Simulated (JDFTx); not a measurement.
The system is LiF (Griceite).

```
F Li
1.0
     0.00000    2.01400    2.01400
     2.01400    0.00000    2.01400
     2.01400    2.01400    0.00000
F Li
1 1
Direct
  0.50000 0.50000 0.50000
  0.00000 0.00000 0.00000
```

| Property | Result |
| --- | --- |
| Program | JDFTx 1.7.0 (patched build) |
| Task | single point |
| Functional | PBE |
| Potentials or basis | PseudoDojo-SR-PBE-0.5-standard |
| Cutoff | 1143 eV |
| Density cutoff | 4572 eV |
| k mesh | 11 × 11 × 11 |
| Occupations | fermi-dirac, width 0.05 eV |
| Spin | no spin polarisation |

On this cell: pressure 1.7 GPa; band gap on the k mesh 9.11 eV, direct.

The same run follows on a disturbed copy (atoms moved at random, drawn with an rms of 0.05 Å):

```
CELL_PARAMETERS angstrom
0.00000 2.01400 2.01400
2.01400 0.00000 2.01400
2.01400 2.01400 0.00000
ATOMIC_POSITIONS crystal
F 0.51469 0.47986 0.52021
Li 0.01018 0.99935 0.01060
```

Task: What does the disturbed cell give?

Result: The energy moves by +0.8 meV/atom; pressure 1.8 GPa; band gap on the k mesh 9.11 eV, direct.

Caveats: an odd mesh through Γ misses points on the zone boundary, where band edges often lie.
